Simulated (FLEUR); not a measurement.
CuI (Marshite):

```
I Cu
1.0
     0.00000    3.03150    3.03150
     3.03150    0.00000    3.03150
     3.03150    3.03150    0.00000
I Cu
1 1
Cartesian
  0.0000 0.0000 0.0000
  4.5473 4.5473 4.5473
```

| Property | Result |
| --- | --- |
| Program | FLEUR MaX-R8.1 (later development tree) |
| Task | single point |
| Functional | PBE |
| Potentials or basis | all-electron |
| Basis | FLAPW |
| Kmax | 3.98 1/bohr |
| k mesh | 8 × 8 × 8 |
| Occupations | fermi-dirac, width 0.05 eV |
| Spin | no spin polarisation |
| Gmax | 12.3 1/bohr |
| Muffin-tin radii | I 2.29, Cu 2.16 bohr |
| lmax | I 9, Cu 9 |
| Local orbitals a species | I 6, Cu 5 |
| Max iterations | 60 |
| Mixing factor | 0.05 |
| Mixer | Anderson |
| Mixer history | 15 |
| Density convergence | 1e-05 me/bohr^3 |

On this cell: largest force zero by symmetry; band gap on the k mesh 1.11 eV, direct.

The same run follows on a disturbed copy (atoms moved at random, drawn with an rms of 0.05 Å):

```
I Cu
1.0
     0.00000    3.03150    3.03150
     3.03150    0.00000    3.03150
     3.03150    3.03150    0.00000
I Cu
1 1
Direct
  0.99532 0.00687 0.00367
  0.76201 0.76128 0.73768
```

Task: What changes?

Result: The energy moves by +3.3 meV/atom; largest force 0.181 eV/Å; band gap on the k mesh 1.10 eV, direct.

Forces on the atoms (eV/Å):
```
I   -0.087 -0.022  0.158
Cu   0.087  0.022 -0.157
```

Caveats: spin-orbit coupling is left out, which moves the levels of the heavy elements.

